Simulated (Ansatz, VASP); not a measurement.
## C: VASP beside Ansatz

```
CELL_PARAMETERS angstrom
0.00000 1.80449 1.89363
1.80449 0.00000 1.89363
1.80449 1.80449 0.00000
ATOMIC_POSITIONS crystal
C 0.50000 0.50000 0.50000
C 0.75000 0.75000 0.75000
```

Alike in both runs: task single point; functional LDA; k mesh 12 × 12 × 12; occupations gaussian, width 0.05 eV; no spin polarisation.

```csv
,VASP,Ansatz
version,VASP 6.6.1,Ansatz 0.2.0
potentials or method,"VASP PAW LDA potentials, release 64 (C)","scalar-relativistic, plane waves, PAW"
plane-wave cutoff (eV),520,520
valence electrons in the cell,8,8
```

```tsv
	VASP	Ansatz	Ansatz less VASP
gap on the k mesh at the Fermi level (eV)	3.35	3.36	+0.007
least direct gap on the mesh (eV)	4.90	4.90	0.000
```

Ansatz warned: «pseudo_functional_mismatch».
